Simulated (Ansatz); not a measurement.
All numbers below come from DFT PBE, scalar-relativistic, plane waves, PAW (Ansatz 0.2.0). All cells share a 420 eV cutoff and Γ-centred k meshes spaced at most about 0.3 Å⁻¹ (about 0.25 or finer for metals, 2π included). No spin polarisation.

All energies are static (0 K, no zero-point motion).

Compare these two cells of Zr5N, each relaxed at this level.

A.

```
CELL_PARAMETERS angstrom
1.66350 -5.62330 0.00000
1.66350 5.62330 0.00000
0.00000 0.00000 7.31600
ATOMIC_POSITIONS crystal
Zr 0.86879 0.13121 0.21059
Zr 0.13121 0.86879 0.21059
Zr 0.13121 0.86879 0.78941
Zr 0.86879 0.13121 0.78941
Zr 0.50000 0.50000 0.50000
N 0.00000 0.00000 0.00000
```

B.

```
CELL_PARAMETERS angstrom
3.18324 0.00000 0.00000
-1.59162 2.75677 0.00000
0.00000 0.00000 13.55279
ATOMIC_POSITIONS crystal
Zr 0.33333 0.66667 0.89265
Zr 0.00000 0.00000 0.69215
Zr 0.33333 0.66667 0.50000
Zr 0.00000 0.00000 0.30785
Zr 0.33333 0.66667 0.10735
N 0.00000 0.00000 0.00000
```

Problem. Which would you expect to be lower, and how large is the difference?

Solution. B is lower, by 0.35 eV/atom. A has space group Cmmm (No. 65), 22.8 Å³/atom and no gap on its mesh; B has space group P-6m2 (No. 187), 19.8 Å³/atom and no gap. Counting Zr atoms around N (those within 1.25 times the shortest such distance or 1.15 times the sum of covalent radii), A has N 4 and B has N 6. The denser one is the lower, and pressure would at first widen the difference. Both come from invented guesses.

A magnetic state wasn't ruled out in cells without spin, among them Cmmm, P-6m2. Cells relaxed within their symmetry can be saddle points.
